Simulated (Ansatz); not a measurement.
Cu: relaxation of the atoms with LDA+U

Cu:

```xyz
1
Lattice="2.4331 0.0000 0.0000 -0.7211 2.3497 0.0000 -0.7179 -1.2486 2.0042" Properties=species:S:1:pos:R:3 pbc="T T T"
Cu   -0.7195    0.5506    1.0021
```

The cell isn't the ideal one: cell strained at random at fixed volume.

| Quantity | Value |
| --- | --- |
| Program | Ansatz 0.2.0 |
| Task | relaxation of the atoms |
| Functional | LDA |
| Potentials or basis | all-electron LAPW, scalar-relativistic |
| Basis error allowed | 0.001 eV/atom |
| k mesh | 13 × 13 × 13 |
| Occupations | methfessel-paxton, width 0.2 eV |
| Spin | no spin polarisation |
| Hubbard terms | Cu d U = 0.0 eV |

The pressure after relaxing is -7.5 GPa and the band gap on the k mesh is none (metal or under the smearing width).

Stress tensor (GPa, compression positive):
```
-4.96 -0.90 -0.80
-0.90 -7.97 -0.79
-0.80 -0.79 -9.63
```

Final structure:
```
Cu
1.0
     2.43307    0.00000    0.00000
    -0.72115    2.34974    0.00000
    -0.71791   -1.24858    2.00419
Cu
1
Direct
  0.00000 0.50000 0.50000
```

Levels at points of the mesh, in eV from the Fermi level:
| k point | band 7 | band 8 | band 9 | band 10 | band 11 | band 12 | band 13 | band 14 |
| --- | --- | --- | --- | --- | --- | --- | --- | --- |
| (0.00, 0.00, 0.00) | -3.01 | -2.98 | -2.23 | -1.89 | 24.58 | 24.64 | 26.64 | 28.55 |

Wall time 2.6 min on 1 thread of Intel(R) Xeon(R) Processor @ 2.70GHz (shared host), peak memory 1.2 GiB.

Caveat: the relaxation stopped at its first step, so nothing moved; U is the effective U less J, on atomic orbitals that reach past the spheres; U without spin polarisation on a metal has little footing; the U is typed as a test and isn't derived for this compound.
